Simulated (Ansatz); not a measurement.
# Ir: do energies and stresses tell the same story?

Method: Ansatz, DFT PBEsol, scalar-relativistic, plane waves, PAW.

Settings: cutoff 420 eV, Γ-centred mesh 18×18×10 on the computed 2-atom cell, Gaussian smearing of 0.10 eV; no spin polarisation.

Relaxed cell: P6_3/mmc, a = 2.719 Å, b = 2.719 Å, c = 4.408 Å, α = 90.00°, β = 90.00°, γ = 120.00°, 2 atoms in the primitive cell. This form isn't the element's structure at ambient conditions.

Energies at zero smearing and pressures from the stress tensor, at volumes with shape and atoms relaxed:
```csv
V (Å³/atom),E − E(first) (meV/atom),P (GPa)
13.265,0.00,27.68
13.688,-52.50,12.59
14.111,-68.51,-0.01
14.535,-54.05,-10.51
14.958,-14.23,-19.26
```

Check P = −dE/dV between neighbouring volumes, and get the bulk modulus from the pressures alone.

With 1 eV/Å³ = 160.2 GPa:
| middle V (Å³/atom) | −ΔE/ΔV (GPa) | mean P (GPa) |
| --- | --- | --- |
| 13.476 | 19.869 | 20.139 |
| 13.900 | 6.058 | 6.294 |
| 14.323 | -5.470 | -5.260 |
| 14.746 | -15.073 | -14.888 |

The two differ by 0.27 GPa at most. The mean of two end pressures misses the average over a step by about ΔV² P″/12, up to 0.23 GPa here; with that taken off 0.05 GPa remains. The stress is the derivative of the free energy, not of the energy at zero smearing, and with free energies 0.00 GPa remains. Around V = 14.111 Å³/atom, the two neighbours give B = −V ΔP/ΔV = 14.111 × 23.11 / 0.847 = 385.2 GPa, against B0 = 383.3 GPa from the Birch–Murnaghan fit of the energies.

Spin–orbit coupling is left out, which can shift energies with elements as heavy as these.